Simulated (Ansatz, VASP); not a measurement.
MgO (ke600): VASP beside Ansatz

```xyz
2
Lattice="0.0000 2.0806 2.0806 2.0806 0.0000 2.0806 2.0806 2.0806 0.0000" Properties=species:S:1:pos:R:3 pbc="T T T"
Mg    0.0000    0.0000    0.0000
O     2.0806    2.0806    2.0806
```

Alike in both runs: functional LDA; k mesh 8 × 8 × 8; occupations gaussian, width 0.1 eV; no spin polarisation.

Ansatz relaxed the structure, and its values are those at the end. VASP's run is a single point on that final structure, the one shown.

|  | VASP | Ansatz |
| --- | --- | --- |
| version | VASP 6.6.1 | Ansatz 0.2.0 |
| potentials or method | VASP PAW LDA potentials, release 64 (Mg, O) | scalar-relativistic, plane waves, PAW |
| plane-wave cutoff (eV) | 520 | 600 |
| valence electrons in the cell | 8 | 16 |

Ansatz gave:

```
gap on the k mesh at the Fermi level (eV) : 5.03
least direct gap on the mesh (eV)         : 5.03
pressure (GPa)                            : 0.0
```

What did VASP give for the same quantities?

gap on the k mesh at the Fermi level (eV): 5.02; least direct gap on the mesh (eV): 5.02; pressure (GPa): -1.9.

The two sets of potentials don't hold the same shells in valence. Ansatz warned: «pseudo_functional_mismatch».

As with any semilocal functional, this LDA gap is likely too small.
